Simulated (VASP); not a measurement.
# Lu (P6_3/mmc) in VASP: a series of runs, part 2 of 2

VASP 6.6.1. The steps go on from the part before.

## Step 3: Relaxation of cell and atoms, PBE

This run uses another cell than the first one, of 29.15 Å³/atom, 0.988 times its volume.

Contents of INCAR:

```
PREC = Accurate
ENCUT = 520
EDIFF = 1E-7
ISMEAR = 0
SIGMA = 0.1
LREAL = F
LASPH = T
NELM = 120
ALGO = Normal
ISIF = 3
LWAVE = F
LCHARG = F
GGA = PE
IBRION = 2
NSW = 60
EDIFFG = -0.005
POTIM = 0.3
```

Contents of KPOINTS:

```
Automatic mesh
0
Gamma
  14 14 8
```

Contents of POSCAR:

```
Lu                                      
1.0
    3.5090308397      0.0000000000     -0.0000000000
   -1.7545154199      3.0389098479      0.0000000000
    0.0000000000     -0.0000000000      5.4662987631
  Lu            
     2
Direct
     0.3333333300000021    0.6666666699999979    0.2500000000000000
     0.6666666699999979    0.3333333300000021    0.7500000000000000
```

Potentials or basis: VASP PAW PBE potentials, release 64 (Lu).

Launch:

```sh
cat potpaw_PBE.64/Lu/POTCAR > POTCAR
mpirun -np 1 vasp_std > vasp.out
```

OUTCAR:

```text
PREC = Accurate
   ENCUT = 520
   EDIFF = 1E-7
   ISMEAR = 0
   LREAL = F
   LASPH = T
   NELM = 120
   ISIF = 3
   GGA = PE
   IBRION = 2
   NSW = 60
   EDIFFG = -0.005
   POTIM = 0.3

 ion  position               nearest neighbor table
   1  0.333  0.667  0.250-   2 3.40   2 3.40   2 3.40   2 3.40   2 3.40   2 3.40
   2  0.667  0.333  0.750-   1 3.40   1 3.40   1 3.40   1 3.40   1 3.40   1 3.40

  LATTYP: Found a hexagonal cell.
 ALAT       =     3.5090308397
 C/A-ratio  =     1.5577802000

  Lattice vectors:

 A1 = (   3.5090308397,   0.0000000000,   0.0000000000)
 A2 = (  -1.7545154199,   3.0389098479,   0.0000000000)
 A3 = (   0.0000000000,   0.0000000000,   5.4662987631)

Analysis of symmetry for initial positions (statically):
=====================================================================
 Subroutine PRICEL returns:
 Original cell was already a primitive cell.

 Routine SETGRP: Setting up the symmetry group for a
 hexagonal supercell.

 Subroutine GETGRP returns: Found 24 space group operations
 (whereof 12 operations were pure point group operations)
 out of a pool of 24 trial point group operations.

The static configuration has the point symmetry D_3d.
 The point group associated with its full space group is D_6h.

Analysis of symmetry for dynamics (positions and initial velocities):
=====================================================================
 Subroutine PRICEL returns:
 Original cell was already a primitive cell.

 Routine SETGRP: Setting up the symmetry group for a
 hexagonal supercell.

 Subroutine GETGRP returns: Found 24 space group operations
 (whereof 12 operations were pure point group operations)
 out of a pool of 24 trial point group operations.

The dynamic configuration has the point symmetry D_3d.
 The point group associated with its full space group is D_6h.

 Subroutine INISYM returns: Found 24 space group operations
 (whereof 12 operations are pure point group operations),
 and found     1 'primitive' translations

----------------------------------------------------------------------------------------

                                     Primitive cell

  volume of cell :      58.2906

  direct lattice vectors                    reciprocal lattice vectors
     3.509030840  0.000000000  0.000000000     0.284978972  0.164532686  0.000000000
    -1.754515420  3.038909848  0.000000000     0.000000000  0.329065372  0.000000000
     0.000000000  0.000000000  5.466298763     0.000000000  0.000000000  0.182939141

  length of vectors
     3.509030840  3.509030838  5.466298763     0.329065372  0.329065372  0.182939141

  position of ions in fractional coordinates (direct lattice)
     0.333333330  0.666666670  0.250000000
     0.666666670  0.333333330  0.750000000

  ion indices of the primitive-cell ions
   primitive index   ion index
                 1           1
                 2           2
[... 101 lines left out ...]
   LEPSILON=     F    determine dielectric tensor
   LRPA    =     F    only Hartree local field effects (RPA)
 conjugate gradient relaxation of ions
 non-spin polarized calculation
 Gauss-broadening in eV      SIGMA  =   0.10
  energy-cutoff  :      520.00
  volume of cell :       58.29
 maximum number of plane-waves:      1616
 NGX is ok and might be reduce to    28
   NGX = 13   NGY = 13   NGZ = 21

--------------------------------------- Ionic step        1  -------------------------------------------

 number of electron      49.9999993 magnetization

 Free energy of the ion-electron system (eV)
  ---------------------------------------------------
  ext. energy  EPLUGINS =         0.00000000
  ---------------------------------------------------
  free energy    TOTEN  =        -9.05096293 eV

  energy without entropy =       -9.03492337  energy(sigma->0) =       -9.04294315

------------------------ aborting loop because EDIFF is reached ----------------------------------------

  FORCE on cell =-STRESS in cart. coord.  units (eV):
  Direction    XX          YY          ZZ          XY          YZ          ZX
  --------------------------------------------------------------------------------------
  -------------------------------------------------------------------------------------
  Total        0.0062425      0.0062425      0.0151568     -0.0000000      0.0000000     -0.0000000
  in kB        0.1715807      0.1715807      0.4166016     -0.0000000      0.0000000     -0.0000000
  external PRESSURE =       0.2532543 kB  Pullay stress =       0.0000000 kB

 VOLUME and BASIS-vectors are now :
 -----------------------------------------------------------------------------
  energy-cutoff  :      520.00
  volume of cell :       58.29
      direct lattice vectors                 reciprocal lattice vectors
     3.509030840  0.000000000  0.000000000     0.284978972  0.164532686  0.000000000
    -1.754515420  3.038909848  0.000000000     0.000000000  0.329065372  0.000000000
     0.000000000  0.000000000  5.466298763     0.000000000  0.000000000  0.182939141

 POSITION                                       TOTAL-FORCE (eV/Angst)
 -----------------------------------------------------------------------------------
     -0.00000      2.02594      1.36657         0.000000      0.000000      0.000000
      1.75452      1.01297      4.09972        -0.000000     -0.000000      0.000000
 -----------------------------------------------------------------------------------
    total drift:                               -0.000014      0.000008     -0.000000

  FREE ENERGIE OF THE ION-ELECTRON SYSTEM (eV)
  ---------------------------------------------------
  free  energy   TOTEN  =        -9.0509629263 eV

  energy  without entropy=       -9.0349233721  energy(sigma->0) =       -9.04294315

--------------------------------------- Ionic step        2  -------------------------------------------

 number of electron      49.9999993 magnetization

 Free energy of the ion-electron system (eV)
  ---------------------------------------------------
  ext. energy  EPLUGINS =         0.00000000
  ---------------------------------------------------
  free energy    TOTEN  =        -9.05096643 eV

  energy without entropy =       -9.03491140  energy(sigma->0) =       -9.04293891

 E-fermi :   2.2178     XC(G=0): -10.6580

 val. band max:        2.2146634224   @ k =   0.4286   0.1429   0.3750
 cond. band min:       2.2280941142   @ k =   0.4286   0.1429   0.3750
 fundamental gap:      0.0134306917
 Fermi energy:         2.2178156274

 k-point     1 :       0.0000    0.0000    0.0000
  band No.  band energies     occupation
      1     -53.9767      2.00000
      2     -53.9408      2.00000
      3     -24.9228      2.00000
      4     -24.4962      2.00000
      5     -24.4962      2.00000
      6     -24.4105      2.00000
[... 781 lines left out ...]
     29       4.9015      0.00000
     30       7.1246      0.00000

 [... further k-points ...]

------------------------ aborting loop because EDIFF is reached ----------------------------------------

  FORCE on cell =-STRESS in cart. coord.  units (eV):
  Direction    XX          YY          ZZ          XY          YZ          ZX
  --------------------------------------------------------------------------------------
  -------------------------------------------------------------------------------------
  Total       -0.0006186     -0.0006186      0.0050444      0.0000000     -0.0000000      0.0000000
  in kB       -0.0169974     -0.0169974      0.1385952      0.0000000     -0.0000000      0.0000000
  external PRESSURE =       0.0348668 kB  Pullay stress =       0.0000000 kB

 VOLUME and BASIS-vectors are now :
 -----------------------------------------------------------------------------
  energy-cutoff  :      520.00
  volume of cell :       58.31
      direct lattice vectors                 reciprocal lattice vectors
     3.509347866 -0.000000000 -0.000000000     0.284953227  0.164517823  0.000000000
    -1.754673933  3.039184401  0.000000000     0.000000000  0.329035645  0.000000000
    -0.000000000  0.000000000  5.467497861     0.000000000  0.000000000  0.182899020

 POSITION                                       TOTAL-FORCE (eV/Angst)
 -----------------------------------------------------------------------------------
     -0.00000      2.02612      1.36687         0.000000     -0.000000      0.000000
      1.75467      1.01306      4.10062        -0.000000      0.000000      0.000000
 -----------------------------------------------------------------------------------
    total drift:                               -0.000014      0.000008     -0.000000

  FREE ENERGIE OF THE ION-ELECTRON SYSTEM (eV)
  ---------------------------------------------------
  free  energy   TOTEN  =        -9.0509664317 eV

  energy  without entropy=       -9.0349113954  energy(sigma->0) =       -9.04293891

 reached required accuracy - stopping structural energy minimisation
```

OSZICAR:

```text
N       E                     dE             d eps       ncg     rms          rms(c)
DAV:   1     0.237813794502E+03    0.23781E+03   -0.19834E+04 10224   0.544E+03
DAV:   2     0.199485019674E+02   -0.21787E+03   -0.21164E+03  7584   0.540E+02
DAV:   3    -0.659993799536E+01   -0.26548E+02   -0.26086E+02 10430   0.118E+02
[... 17 lines left out ...]
DAV:   5    -0.905096797403E+01   -0.10218E-04   -0.50547E-05 13184   0.418E-02    0.823E-03
DAV:   6    -0.905096690820E+01    0.10658E-05   -0.36929E-06 10000   0.187E-02    0.423E-03
DAV:   7    -0.905096628349E+01    0.62471E-06   -0.10114E-06 10562   0.806E-03    0.167E-03
DAV:   8    -0.905096638846E+01   -0.10497E-06   -0.54989E-08  4652   0.219E-03    0.572E-04
DAV:   9    -0.905096643169E+01   -0.43228E-07   -0.14247E-08  4290   0.118E-03
   2 F= -.90509664E+01 E0= -.90429389E+01  d E =-.350539E-05
```

CONTCAR:

```text
Lu
   1.00000000000000
     3.5093478664760660   -0.0000000000000052   -0.0000000000000000
    -1.7546739332880421    3.0391844011412292    0.0000000000000000
    -0.0000000000000000    0.0000000000000000    5.4674978605561764
  Lu
     2
Direct
     0.3333333300000021    0.6666666699999979    0.2500000000000000
     0.6666666699999979    0.3333333300000021    0.7500000000000000

  0.00000000E+00  0.00000000E+00  0.00000000E+00
  0.00000000E+00  0.00000000E+00  0.00000000E+00
```

Wall time 4.8 min (1 thread of Intel Xeon Platinum 8488C (Sapphire Rapids), shared host); peak memory 0.3 GiB.

Results:

- Free energy: -9.0510 eV
- Relaxed volume: 29.16 Å³/atom
- Relaxed cell: a = 3.509 Å, b = 3.509 Å, c = 5.467 Å, α = 90.00°, β = 90.00°, γ = 120.00°
- Space group after relaxing (to 0.05 Å): P6_3/mmc (No. 194)
- Energy gained by relaxing: 0.0 meV/atom
- Ionic steps: 2
- Pressure after relaxing: 0.0 GPa
- Band gap on the k mesh: none (metal or under the smearing width)

Final structure:
```
CELL_PARAMETERS angstrom
3.50935 0.00000 0.00000
-1.75467 3.03918 0.00000
0.00000 0.00000 5.46750
ATOMIC_POSITIONS crystal
Lu 0.33333 0.66667 0.25000
Lu 0.66667 0.33333 0.75000
```

Levels at points of the mesh, in eV from the Fermi level:
```csv
k point,band 21,band 22,band 23,band 24,band 25,band 26,band 27,band 28,band 29,band 30
"(0.00, 0.00, 0.00)",-4.88,-4.86,-4.86,-2.38,0.68,2.18,2.18,2.64,2.93,2.93
"(0.50, 0.00, 0.00)",-4.88,-4.87,-2.35,-1.39,-0.83,-0.37,1.61,1.84,2.41,6.13
"(0.00, 0.00, 0.50)",-4.86,-4.86,-4.34,-4.34,1.23,1.23,2.08,2.08,2.08,2.08
"(0.50, 0.00, 0.50)",-4.89,-4.89,-2.09,-2.09,0.10,0.10,1.37,1.37,3.35,3.35
```
